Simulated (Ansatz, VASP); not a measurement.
## KBr in VASP and in Ansatz

The input POSCAR:

```
KBr
1.0
    0.0000000000      3.2925000000      3.2925000000
    3.2925000000      0.0000000000      3.2925000000
    3.2925000000      3.2925000000      0.0000000000
K Br
1 1
Direct
    0.0000000000      0.0000000000      0.0000000000
    0.5000000000      0.5000000000      0.5000000000
```

Contents of INCAR.step1:

```
SYSTEM = KBr
ALGO = Normal
EDIFF = 1E-4
ENCUT = 520
GGA = PE
ISMEAR = 0
LASPH = .TRUE.
LCHARG = .FALSE.
LREAL = .FALSE.
LWAVE = .TRUE.
NBANDS = 15
NELM = 60
PREC = Accurate
SIGMA = 0.05
```

The input INCAR.step2:

```
SYSTEM = KBr
ALGO = Normal
EDIFF = 1E-6
ENCUT = 520
ISIF = 2
ISMEAR = 0
ISTART = 1
LASPH = .TRUE.
LCHARG = .TRUE.
LELF = .TRUE.
LMIXTAU = .TRUE.
LREAL = .FALSE.
LVHAR = .TRUE.
LWAVE = .FALSE.
METAGGA = R2SCAN
NBANDS = 15
NELM = 60
PREC = Accurate
SIGMA = 0.05
```

Contents of KPOINTS:

```
k-points
0
G
  8 8 8
  0 0 0
```

Input for Ansatz:

```yaml
crystal:
  lattice:
    - [0.0, 3.2925, 3.2925]
    - [3.2925, 0.0, 3.2925]
    - [3.2925, 3.2925, 0.0]
  atoms:
    - { symbol: K, position: [0.0, 0.0, 0.0] }
    - { symbol: Br, position: [0.5, 0.5, 0.5] }
basis:
  ecutwfc: 500
kpoints:
  mp_grid: { grid: [8, 8, 8] }
hamiltonian:
  xc: r2scan
scf:
  occupations: { method: gaussian, width: 0.05 }
output:
  forces: true
  stress: true
  eigenvalues: true
  write_density: true
  write_potential: true
  elf: true
  volumetric_format: npy
```

Alike in both runs: task single point; functional r2SCAN; k mesh 8 × 8 × 8; occupations gaussian, width 0.05 eV; no spin polarisation.

|  | VASP | Ansatz |
| --- | --- | --- |
| version | VASP 6.6.1 | Ansatz 0.2.0 |
| potentials or method | VASP PAW PBE potentials, release 64 (K_sv, Br) | scalar-relativistic, plane waves, PAW |
| plane-wave cutoff (eV) | 520 | 500 |
| valence electrons in the cell | 16 | 16 |

```csv
,VASP,Ansatz,Ansatz less VASP
gap on the k mesh at the Fermi level (eV),5.10,5.10,-0.002
least direct gap on the mesh (eV),5.10,5.10,-0.002
pressure (GPa),0.2,0.2,0.00
```

Caveats: the PAW data sets were made with another functional, which shifts forces and pressure a little (VASP). A k mesh can miss the band edges. r2SCAN opens gaps a little over a GGA but as a rule still falls short of measured ones.
